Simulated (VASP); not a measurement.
Runs of VASP 6.6.1 on GaP. It takes space group F-43m (No. 216, cubic). The conventional cell has a = 5.451 Å, b = 5.451 Å, c = 5.451 Å, α = 90.00°, β = 90.00°, γ = 90.00°. Ga (site symmetry -43m) has 4 P at 2.36 Å as nearest neighbours. P (site symmetry -43m) has 4 Ga at 2.36 Å as nearest neighbours. 

```tsv
task	level	potentials or basis	cell	k mesh	cutoff (eV)	share of exact exchange	grid for exact exchange (PRECFOCK)	exchange at q = 0	mesh quality	gap on the mesh (eV)	pressure (GPa)	relaxed volume (Å³/atom)
relaxation of cell and atoms	PBE	VASP PAW PBE potentials, release 64 (Ga_d, P)	relaxed	8 × 8 × 8	600	-	-	-	not flagged	1.58	0.0	(a)
single point	PBE0(alpha)	VASP PAW PBE potentials, release 64 (Ga_d, P)	as given	4 × 4 × 4	520	0.3	Fast	truncated	coarse	3.29	0.2	-
relaxation of cell and atoms	vdW-DF-cx	VASP PAW PBE potentials, release 64 (Ga_d, P)	relaxed	8 × 8 × 8	600	-	-	-	not flagged	1.58	-0.1	-
single point	PBE0(alpha)	VASP PAW PBE potentials, release 64 (Ga_d, P)	as given	4 × 4 × 4	520	0.1	Fast	truncated	coarse	(b)	2.0	-
relaxation of cell and atoms	LDA	VASP PAW LDA potentials, release 64 (Ga_d, P)	relaxed	8 × 8 × 8	600	-	-	-	not flagged	1.43	0.0	19.61
```

Alike in all rows: no spin polarisation; smearing fermi-dirac 0.05 eV.

**Question.** Fill in the values left out.

**Answer.** (a) 20.86; (b) 2.17.

Caveats: some runs use coarse meshes; the PAW data sets were made with another functional, which shifts forces and pressure a little (some runs); the relaxation stopped at its first step, so nothing moved (some runs).

A k mesh can miss the band edges, and the runs leave out spin-orbit coupling on Ga.
